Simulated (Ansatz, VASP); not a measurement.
## Ni: VASP beside Ansatz

```
Ni
1.0
     0.00000    1.82019    1.82019
     1.82019    0.00000    1.82019
     1.82019    1.82019    0.00000
Ni
1
Direct
  0.00000 0.00000 0.00000
```

Alike in both runs: task single point; functional RPBE; k mesh 25 × 25 × 25; occupations fermi-dirac, width 0.1 eV; no spin polarisation.

|  | VASP | Ansatz |
| --- | --- | --- |
| version | VASP 6.6.1 | Ansatz 0.2.0 |
| potentials or method | VASP PAW PBE potentials, release 64 (Ni) | plane waves (420 eV) with PAW, scalar-relativistic |
| plane-wave cutoff (eV) | 520 | 420 |
| valence electrons in the cell | 10 | 18 |

Ansatz gave:

| Property | Result |
| --- | --- |
| pressure (GPa) | -11.5 |

Problem. What did VASP give for the same quantities?

Solution. Pressure (GPa): -11.1.

The two sets of potentials don't hold the same shells in valence.

Caveats: the PAW data sets were made with another functional, which shifts forces and pressure a little (VASP); the run has no spin polarisation, though such a crystal can be magnetic. Spin polarisation is off, so any magnetic state and its effect on volume and gap are missing.
